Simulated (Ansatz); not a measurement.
# BAs: the cost of one run

Computed with Ansatz 0.2.0 (DFT r2SCAN, scalar-relativistic, plane waves, PAW, unless a step's input says otherwise).

3 further runs of the same task are left out: 1 that didn't finish, 2 set aside as unsound or not needed.

### Step 1. The starting structure

The structure is hexagonal, space group P-6m2 (No. 187). Conventional cell: a = 2.501 Å, b = 2.501 Å, c = 6.857 Å, α = 90.00°, β = 90.00°, γ = 120.00°. B (site symmetry -6m2) has 3 N at 1.44 Å as nearest neighbours. Around N (site symmetry -6m2) lie 3 B at 1.44 Å.

As a file:

```cif
data_structure
_symmetry_space_group_name_H-M 'P 1'
_symmetry_Int_Tables_number 1
_cell_length_a 2.5006
_cell_length_b 2.5006
_cell_length_c 6.8574
_cell_angle_alpha 90.000
_cell_angle_beta 90.000
_cell_angle_gamma 120.000
_cell_volume 37.13
loop_
_atom_site_label
_atom_site_type_symbol
_atom_site_fract_x
_atom_site_fract_y
_atom_site_fract_z
_atom_site_occupancy
B1 B 0.00000 0.00000 0.00000 1
B2 B 0.33333 0.66667 0.50000 1
N1 N 0.33333 0.66667 0.00000 1
N2 N 0.66667 0.33333 0.50000 1
```

It goes back to an entry of the Materials Project, which need not be the stable form.

It is the result of an earlier relaxation at this level (volume 9.28 Å³/atom; gap on the mesh: 4.95 eV).

### Step 2. N → As: the starting cell

BAs starts from the relaxed positions of BN, with all lengths scaled by 1.183, a guess from tabulated radii.

### Step 3. Probe: one point at the start (BAs)

input.yaml reads:

```yaml
crystal:
  lattice:
    - [2.9589471098, 0.0, 0.0]
    - [-1.4794735549, 2.5625233656, 0.0]
    - [0.0, 0.0, 8.1143261131]
  atoms:
    - { symbol: B, position: [0.0, 0.0, 0.0] }
    - { symbol: B, position: [0.3333333333, 0.6666666667, 0.5] }
    - { symbol: As, position: [0.3333333333, 0.6666666667, 0.0] }
    - { symbol: As, position: [0.6666666667, 0.3333333333, 0.5] }
basis:
  ecutwfc: 500
kpoints:
  mp_grid: { grid: [9, 9, 2] }
hamiltonian:
  xc: r2scan
scf:
  occupations: { method: gaussian, width: 0.1 }
output:
  forces: true
  stress: true
  eigenvalues: true
```

Command:

```sh
$ ansatz run input.yaml --threads 1 --pin off --max-ram 2560MiB --backend cpu --events-out ev --progress --plain --runs-dir out
```

**Question.** How long does this run take on 1 thread of Intel Xeon 6975P-C (Granite Rapids), shared host, and how much memory does it need?

About 3.4 s, with a peak of 0.5 GiB.
